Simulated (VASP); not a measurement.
Wanted: the native input for a VASP 6.6.1 run.

```yaml
Task: relaxation of the atoms
Functional: PBEsol
Potentials_or_basis: VASP PAW PBE potentials, release 64 (C)
Cutoff: 520 eV
k_mesh: 6 × 10 × 1
Occupations: gaussian, width 0.05 eV
Spin: no spin polarisation
Dipole_correction: yes
Further_INCAR_settings: ALGO = Fast; EDIFF = 1e-07; IBRION = 2; EDIFFG = -0.015; NSW = 100
```

The structure of C lies in POSCAR:

```
C
1.0
    5.0441320810      0.0000000000      0.0000000000
    0.0000000000      2.5220660410      0.0000000000
    0.0000000000      0.0000000000     20.0584250000
C
12
Direct
    0.3450000000      1.0000000000      0.3988349035
    0.2500000000      0.5000000000      0.4333184186
    0.0000000000      0.5000000000      0.4777728062
    0.0000000000      0.0000000000      0.5222271938
    0.2500000000      0.0000000000      0.5666815814
    0.3450000000      0.5000000000      0.6011650965
    0.6550000000      1.0000000000      0.3988349035
    0.7500000000      0.5000000000      0.4333184186
    0.5000000000      0.5000000000      0.4777728062
    0.5000000000      0.0000000000      0.5222271938
    0.7500000000      0.0000000000      0.5666815814
    0.6550000000      0.5000000000      0.6011650965
```

The slab is cut from a database's or a generator's crystal, which needn't be the stable form of the element.

One way to write it, as run:

INCAR

```
ALGO = Fast ; DIPOL = 0.5 0.5 0.500
EDIFF = 1E-7 ; EDIFFG = -0.015
ENCUT = 520 ; GGA = PS
IBRION = 2 ; IDIPOL = 3
ISIF = 2 ; ISMEAR = 0
KPAR = 8 ; LASPH = True
LCHARG = False ; LDIPOL = True
LREAL = False ; LWAVE = False
NELM = 60 ; NSW = 100
PREC = Accurate ; SIGMA = 0.05
```

KPOINTS

```
k-points
0
Gamma
  6 10 1
```

Potentials or basis: VASP PAW PBE potentials, release 64 (C).

Command:

```sh
$ cat potpaw_PBE.64/C/POTCAR > POTCAR
$ mpirun -np 8 vasp_std > vasp.out
```

Results of the run:

The energy gained by relaxing is 126.6 meV/atom. The ionic steps are 16. The largest force after relaxing is 0.012 eV/Å. The band gap on the k mesh is 0.60 eV, indirect (least direct gap 1.01 eV).

Caveat: the PAW data sets were made with another functional, which shifts forces and pressure a little.

It took 5.3 min on 8 MPI ranks on Intel(R) Xeon(R) Platinum 8559C (Emerald Rapids) (shared host), peak memory 0.44 GiB a rank.
